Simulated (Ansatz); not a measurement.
# Ru: energy along a strain

Ru, P6_3/mmc, a = 2.690 Å, c = 4.252 Å. Ansatz: PBEsol, PAW, 420 eV, Γ-centred 24×24×14 mesh on 2 atoms, Gaussian smearing 0.15 eV; no spin polarisation. Cell vectors (Å): 2.690 0.000 0.000; -1.345 2.329 0.000; 0.000 0.000 4.252. The cell is strained by x per cent times the pattern (0 0 1 0 0 0) in the order xx yy zz yz xz xy (engineering shears), with fractional coordinates held. y is the free energy over the start, V0 = 13.318 Å³/atom.

```tsv
x (%)	y (meV/atom)
-6.00	?
-4.50	64.17
-3.00	27.01
-1.50	6.18
0.00	0.00
1.50	6.85
3.00	25.29
4.50	54.03
5.25	71.87
6.00	91.84
```

Q: Fit y = c1 x + c2 x² + c3 x³ to the other rows, get the stiffness along the pattern, and predict the missing energy.

A: Least squares on the rows shown. y = 0.33319 x + 2.9185 x² − 0.070971 x³. The clamped-ion stiffness p·C·p = 2 × 29.18 eV × 160.2 / 13.318 Å³ = 702 GPa, which is C33 in these axes; c1 is there for the stress left in the start, which by itself gives a slope of 0.39 meV/atom per %. At x = -6.00 the fit asked for gives 118.40 meV/atom. The run gave 119.40 meV/atom, so the fit is 1.00 meV/atom too low, 0.84 % of the span of the series, against an rms of 0.10 meV/atom on the fitted rows. The row lies outside the fitted range. With a term in x⁴ added, a fit to the same known rows predicts 119.53 meV/atom, so most of the miss is curvature that the known rows already hold.